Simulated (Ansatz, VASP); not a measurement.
Cu in VASP and in Ansatz

INCAR

```
PREC = Accurate ; ENCUT = 520
EDIFF = 1E-7 ; ISMEAR = 0
SIGMA = 0.15 ; LREAL = False
LASPH = True ; NELM = 100
ALGO = Fast ; ISIF = 2
LWAVE = False ; LCHARG = False
GGA = PS ; NBANDS = 18
```

File KPOINTS:

```
Automatic mesh
0
Gamma
  24 24 12
```

The input POSCAR:

```
Cu
1.0
    2.5340966698      0.0000000000      0.0000000000
   -1.2670483349      2.1945920917      0.0000000000
    0.0000000000      0.0000000000      4.0920081450
Cu
2
Direct
    0.3333333333      0.6666666667      0.2500000000
    0.6666666667      0.3333333333      0.7500000000
```

Input for Ansatz:

```yaml
crystal:
  lattice:
    - [2.5340966698, 0.0, 0.0]
    - [-1.2670483349, 2.1945920917, 0.0]
    - [0.0, 0.0, 4.092008145]
  atoms:
    - { symbol: Cu, position: [0.3333333333, 0.6666666667, 0.25] }
    - { symbol: Cu, position: [0.6666666667, 0.3333333333, 0.75] }
basis:
  ecutwfc: 420
kpoints:
  mp_grid: { grid: [24, 24, 12] }
hamiltonian:
  xc: pbesol
scf:
  occupations: { method: gaussian, width: 0.15 }
output:
  forces: true
  stress: true
  eigenvalues: true
  write_density: true
  write_potential: true
  elf: true
  volumetric_format: npy
```

Change from the starting cell: strain -0.0050 x Voigt [0, 0, 1, 0, 0, 0], atoms carried along.

Alike in both runs: task single point; functional PBEsol; k mesh 24 × 24 × 12; occupations gaussian, width 0.15 eV; no spin polarisation.

|  | VASP | Ansatz |
| --- | --- | --- |
| version | VASP 6.6.1 | Ansatz 0.2.0 |
| potentials or method | VASP PAW PBE potentials, release 64 (Cu) | scalar-relativistic, plane waves, PAW |
| plane-wave cutoff (eV) | 520 | 420 |
| valence electrons in the cell | 22 | 38 |

```csv
,VASP,Ansatz,Ansatz less VASP
gap on the k mesh at the Fermi level (eV),none,none,-
pressure (GPa),0.0,-0.8,-0.76
largest component of the traceless stress (GPa),1.95,1.96,+0.012
```

A gap of «none» marks a metal or a gap that the smearing closes. The functional is the same, so the differences come from potentials, cutoffs and numerics. The two sets of potentials don't hold the same shells in valence.

Caveats: the PAW data sets were made with another functional, which shifts forces and pressure a little (VASP).
